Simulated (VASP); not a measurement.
# A VASP 6.6.1 single-point calculation on SiO2

INCAR

```
ISMEAR = 2
ENCUT = 520
NBANDS = 25
LREAL = .FALSE.
LWAVE = .FALSE.
SIGMA = 0.05
LCHARG = .FALSE.
ISIF = 2
NELM = 120
LASPH = .TRUE.
METAGGA = MBJ
IBRION = -1
PREC = Accurate
NSW = 0
EDIFF = 1E-7
```

KPOINTS

```
KPOINTS created by Atomic Simulation Environment
0
Gamma
6 6 10
0 0 0
```

POSCAR

```
Si O
 1.0000000000000000
     4.1851887986229350   -0.0000000000000000   -0.0000000000000000
    -0.0000000000000000    4.1851887986229350   -0.0000000000000000
    -0.0000000000000000   -0.0000000000000000    2.6688398909557165
 Si  O
   2   4
Cartesian
  0.0000000000000000  0.0000000000000000  0.0000000000000000
  2.0925943993114675  2.0925943993114675  1.3344199454778582
  1.2810905139318338  1.2810905139318338 -0.0000000000000000
  0.8115038853796336  3.3736849132433004  1.3344199454778582
  3.3736849132433004  0.8115038853796336  1.3344199454778582
  2.9040982846911012  2.9040982846911012 -0.0000000000000000
```

The recommended PBE PAW datasets give the neutral cell 32 valence electrons.

Command

```
mpirun -np 1 vasp_std
```

How does this run end, and what does it give?

It converged. Results: gap between bands v and c on the k mesh 7.00 eV; least direct gap on the k mesh 7.00 eV. Band v is the last that the valence electrons fill when counted band by band, and c is the next.

OSZICAR

```
N       E                     dE             d eps       ncg     rms          rms(c)
DAV:   1     0.244988898888E+03    0.24499E+03   -0.17807E+04  3016   0.124E+03
DAV:   2     0.627284462532E+02   -0.18226E+03   -0.17457E+03  3842   0.279E+02
DAV:   3     0.554921709507E+02   -0.72363E+01   -0.72037E+01  3949   0.530E+01
DAV:   4     0.554501108945E+02   -0.42060E-01   -0.42047E-01  3414   0.461E+00
DAV:   5     0.554498576006E+02   -0.25329E-03   -0.25325E-03  3996   0.345E-01    0.167E+01
DAV:   6     0.574318288671E+02    0.19820E+01   -0.40424E+01  3644   0.567E+01    0.759E+00
DAV:   7     0.577190124932E+02    0.28718E+00   -0.45640E+00  3762   0.142E+01    0.517E+00
DAV:   8     0.623037917810E+02    0.45848E+01   -0.39128E+00  3894   0.137E+01    0.262E+00
DAV:   9     0.640309277165E+02    0.17271E+01   -0.16936E+00  3156   0.887E+00    0.894E-01
DAV:  10     0.661872655255E+02    0.21563E+01   -0.11835E-01  4022   0.279E+00    0.612E-01
...
DAV:  37     0.662119361676E+02   -0.77148E-05   -0.77880E-12  1562   0.233E-05    0.263E-06
DAV:  38     0.662119372345E+02    0.10669E-05   -0.51230E-12  1554   0.102E-05    0.174E-06
DAV:  39     0.662119362572E+02   -0.97733E-06   -0.26306E-12  1551   0.649E-06    0.566E-07
DAV:  40     0.662119365128E+02    0.25563E-06    0.13603E-12  1546   0.275E-06    0.588E-07
DAV:  41     0.662119363598E+02   -0.15304E-06    0.40850E-13  1542   0.714E-07    0.403E-07
DAV:  42     0.662119364661E+02    0.10632E-06    0.14980E-12  1542   0.219E-07    0.386E-07
DAV:  43     0.662119360498E+02   -0.41625E-06    0.20166E-12  1538   0.710E-07    0.115E-07
DAV:  44     0.662119357862E+02   -0.26363E-06   -0.11689E-12  1536   0.915E-07    0.712E-08
DAV:  45     0.662119358246E+02    0.38402E-07   -0.10535E-12  1536   0.442E-07
   1 F= 0.66211936E+02 E0= 0.66211934E+02  d E =0.671741E-05
```

Standard output (part)

```
POSCAR found type information on POSCAR SiO
 POSCAR found :  2 types and       6 ions
 LDA part: xc-table for (None), standard interpolation
 POSCAR, INCAR and KPOINTS ok, starting setup
 WAVECAR not read
 entering main loop
```

The MBJ potential has no energy functional, so only its levels carry meaning.

For comparison, a separate PBE run of the intended cell, on usual settings and not on those above, gives a gap of 5.54 eV on its mesh and a pressure of 9.8 GPa.
